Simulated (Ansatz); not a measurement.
Which way does SnS + CdSe ⇌ SnSe + CdS run?

Plane-wave DFT in Ansatz with scalar-relativistic PAW potentials, cutoff 420 eV, Γ-centred meshes chosen by cell and gap, Gaussian smearing with energies taken to zero width. Every cell was relaxed (cell and atoms) in a run of its own, within the symmetry of its start. Functional: PBE.

Total energies hold large constants for each element; a whole number of eV per atom of each element is taken off below, which cancels in a balanced reaction.

```csv
compound,lowest structure computed,structures tried,V (Å³/atom),gap on mesh (eV),"E (eV per formula unit, common shift removed)"
SnS,Pnma,12,25.65,1.05,-1.1869
CdSe,F-43m,5,29.75,0.49,-1.7968
SnSe,Pnma,6,28.29,0.67,-1.1685
CdS,P6_3mc,8,26.05,1.11,-1.8301
```

Task: Work out the reaction energy at 0 K.

Result: ΔE = E(SnSe) + E(CdS) − E(SnS) − E(CdSe) = -0.015 eV, or -1.4 kJ per mole of reaction (-3.7 meV/atom). The right side is lower: Sn takes Se and Cd takes S. The margin is under 15 meV/atom, within the error of the functional, so another functional could turn the sign. All four are computed as solids; where they are solids at ordinary conditions entropy changes little. A lower structure that wasn't tried would shift the value, and mixed crystals may lie lower than either side. This functional puts CdSe lowest in F-43m, which isn't its usual phase at room temperature.